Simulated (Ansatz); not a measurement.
The calculation used DFT PBE, scalar-relativistic, plane waves, PAW (Ansatz 0.2.0). All cells share a 420 eV cutoff and Γ-centred k meshes spaced at most about 0.3 Å⁻¹ (about 0.25 or finer for metals, 2π included). No spin polarisation.

Each guess is relaxed in cell and atoms at zero pressure, on a coarse mesh first where it starts far from rest and then on a converged one. The steps can't lower the symmetry of the start, but it can rise. Energies are static (0 K, no zero-point motion).

Two unrelaxed guesses for Mg₂B₃:

Guess 1.

```xyz
5
Lattice="3.8817 0.0000 0.0000 -1.9409 3.3617 0.0000 0.0000 0.0000 5.4008" Properties=species:S:1:pos:R:3 pbc="T T T"
Mg    0.0000    2.2411    0.0000
Mg    1.9409    1.1205    0.0000
B     0.0000    2.2411    2.7004
B     1.9409    1.1205    2.7004
B     0.0000    0.0000    2.7004
```

Guess 2.

```xyz
5
Lattice="3.6990 0.0000 0.0000 -1.8495 3.2034 0.0000 0.0000 0.0000 4.5422" Properties=species:S:1:pos:R:3 pbc="T T T"
Mg    1.8495    1.0678    2.2711
Mg    0.0000    2.1356    0.0000
B     0.0000    0.0000    3.3857
B     0.0000    0.0000    1.1564
B     1.8495    1.0678    0.0000
```

Question: Which guess leads to the lower structure, and by how much?

Answer: Guess 2 ends lower, by 0.99 eV/atom. Guess 1: P6/mmm at 14.1 Å³/atom → P6/mmm at 13.4 Å³/atom; Guess 2: P-6m2 at 10.8 Å³/atom → P-6m2 at 12.2 Å³/atom. Counting B atoms around Mg (those within 1.25 times the shortest such distance or 1.15 times the sum of covalent radii; a plus sign parts nearer from farther groups; a slash parts the counts of unlike sites), the end of guess 1 has Mg 2 and the end of guess 2 has Mg 8/3+6. The end of guess 2 holds B–B pairs (shortest 1.62 Å); in the end of guess 1 the shortest B–B distance is 2.37 Å. End of guess 1. Conventional cell: a = 4.098 Å, c = 4.616 Å. Mg is surrounded by 2 B at 2.31 Å and 3 Mg at 2.37 Å; B on a site of symmetry -6m2 has 2 Mg at 2.31 Å and 6 B at 2.37 Å; B on a site of symmetry 6/mmm has 6 B at 2.37 Å (long contacts). End of guess 2. Conventional cell: a = 3.894 Å, c = 4.661 Å. Around Mg on its first site lie 8 B at 2.33–2.39 Å; Mg on its second site has 3 B at 2.25 Å and 6 B at 2.71 Å; B on a site of symmetry 3m is surrounded by 1 B at 1.62 Å, 3 Mg at 2.39 Å, 3 B at 2.71 Å and 3 Mg at 2.71 Å; 1 more site not described.

Ends held by symmetry can be saddle points. Neither end is the lowest form computed: that has space group P4_2/mcm (No. 132) and lies 0.73 eV/atom below the better end. Even the lowest of the cells shown lies +0.94 eV/atom against the elements. Some structure types and database cells were kept out of the candidates from the start, so a known form may be missing.
